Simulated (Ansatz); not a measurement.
## TiO: pressure against volume

TiO, P-62m, a = 4.980 Å, c = 2.865 Å. This isn't the usual stable structure of the compound. Ansatz: r2SCAN, PAW, 500 eV, Γ-centred 12×12×12 mesh on 6 atoms, Gaussian smearing 0.10 eV; no spin polarisation. Shape and atoms are relaxed at each volume; pressure is positive in compression.

| V (Å³/atom) | P (GPa) |
| --- | --- |
| 9.642 | ? |
| 9.950 | 7.60 |
| 10.258 | 0.01 |
| 10.565 | -6.45 |
| 10.873 | -11.95 |

Problem. Take V0 = 10.258 Å³/atom, count pressures from its P0 = 0.01 GPa, fit the third-order Birch–Murnaghan form to the other rows, and predict the missing pressure.

Solution. With the Eulerian strain f = ½[(V0/V)^(2/3) − 1] and y = (P − P0)/[3f(1 + 2f)^(5/2)], the form is the line y = B0 + 1.5 B0 (B0′ − 4) f. Rows (f, y): 0.01027, 234.1; -0.00973, 232.5; -0.01904, 230.7. Means f = -0.006167, y = 232.43; Σ(Δf)² = 0.0004486, ΣΔfΔy = 0.04947; the slope is their ratio. y = 233.1 + 110.3 f GPa, so B0 = 233.1 GPa and B0′ = 4 + 2 × (110.3)/(3 × 233.1) = 4.32. At V = 9.642, f = 0.02108, y = 235.43 and P = 16.52 GPa. The run gave 16.52 GPa, the same to the digits shown. The form still works here, 33 % of the fitted range beyond its end.

Spin polarisation was left out, and a magnetic state may lie lower.